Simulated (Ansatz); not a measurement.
In:

```
In
1.0
    -1.88253    1.88253    1.88253
     1.88253   -1.88253    1.88253
     1.88253    1.88253   -1.88253
In
1
Direct
  0.00000 0.00000 0.00000
```

This isn't the form of In at room conditions, which is tetragonal.

Base run:

```yaml
Program: Ansatz 0.2.0
Functional: RPBE
Potentials_or_basis: Ansatz PAW
Cutoff: "420 eV (not typed: the program's choice for these potentials)"
k_mesh: 10 × 10 × 10
Occupations: fermi-dirac, width 0.05 eV
Spin: no spin polarisation
```

Its results: band gap on the k mesh none (metal or under the smearing width); pressure 3.1 GPa.

**Question.** The run is repeated on the same cell with these changes: functional from RPBE to PBE; occupations from fermi-dirac, width 0.05 eV to gaussian, width 0.012 eV. What comes out?

**Answer.** Band gap on the k mesh none (metal or under the smearing width); pressure 1.5 GPa.

Caveats: spin-orbit coupling is left out, which moves the levels of the heavy elements (some runs); the PAW data sets come from PBE, with cores solved anew for the run's functional, which leaves a small shift of forces and pressure (some runs).
